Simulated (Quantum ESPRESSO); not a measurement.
**Bi: Wannier functions under several settings**

```
CELL_PARAMETERS angstrom
-1.98143 1.98143 1.98143
1.98143 -1.98143 1.98143
1.98143 1.98143 -1.98143
ATOMIC_POSITIONS crystal
Bi 0.00000 0.00000 0.00000
```

This isn't the form of Bi at room conditions, which is rhombohedral.

All runs used Quantum ESPRESSO 7.5; potentials PseudoDojo 0.4.1 SR LDA standard; k mesh 7 × 7 × 7; given cell; no spin polarisation; cutoff 952 eV; occupations fermi-dirac, width 0.05 eV.

```csv
level,start,Wannier mesh,spread a function (Å²),RMS miss of the bands (meV)
LDA,atomic projections with disentanglement,5 × 5 × 5,?,?
LDA,"atomic projections with disentanglement, not minimised",5 × 5 × 5,2.29,182
LDA,SCDM with an erfc weight,5 × 5 × 5,2.03,126
```

What stands in the row left open?

Spread a function 2.17 Å²; RMS miss of the bands 155 meV.

For the row left open. Caveat: the k mesh is coarse.
